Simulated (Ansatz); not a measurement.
Wanted: the native input for an Ansatz 0.2.0 run.

```
Task                : single point
Functional          : PBE
Potentials or basis : Ansatz PAW
Cutoff              : 420 eV (not typed: the program's choice for these potentials)
k mesh              : 11 × 11 × 11
Occupations         : fermi-dirac, width 0.05 eV
Spin                : collinear spin, random start
Starting moments    : [-2.68, 0.0] μB
```

The system is FeO.

```
CELL_PARAMETERS angstrom
1.51768 0.87623 2.51579
-1.51768 0.87623 2.51579
0.00000 -1.75247 2.51579
ATOMIC_POSITIONS crystal
Fe 0.00000 0.00000 0.00000
O 0.50000 0.50000 0.50000
```

One way to write it, as run:

input.yaml

```yaml
crystal:
  lattice:
    - [1.51768211, 0.87623418, 2.51579458]
    - [-1.51768211, 0.87623418, 2.51579458]
    - [0.0, -1.75246835, 2.51579458]
  atoms:
    - { symbol: Fe, position: [0.0, 0.0, 0.0], spin: -2.68 }
    - { symbol: O, position: [0.5, 0.5, 0.5] }
hamiltonian:
  xc: pbe
  pseudopotentials: { kind: paw }
magnetization:
  spin_polarized: true
kpoints:
  mp_grid: { grid: [11, 11, 11] }
scf:
  occupations: { method: fermi_dirac, width: 0.05 }
output:
  forces: true
  stress: true
  eigenvalues: true
```

Potentials or basis: Ansatz PAW.

Command:

```console
$ ansatz run input.yaml --threads 2 --pin off --max-ram 5632MiB --backend cpu --events-out ev --progress --plain --runs-dir out
```

It gave:

- Pressure: -0.6 GPa
- Band gap on the k mesh: none (metal or under the smearing width)
- Net moment: -4.00 μB per cell
- Absolute moment: 4.01 μB per cell
- Site moments: Fe -3.45; O -0.32 μB

Caveat: the pressure holds a Pulay correction of +0.6 GPa for the finite cutoff; a cell with one magnetic atom can't hold antiferromagnetic order, which such compounds often take; semilocal functionals often make such compounds metallic where correlation or magnetic order opens a gap, which also shifts bond lengths.

Run time: 4.4 s on 2 threads of Arm Neoverse V2 (shared host), peak memory 0.36 GiB.
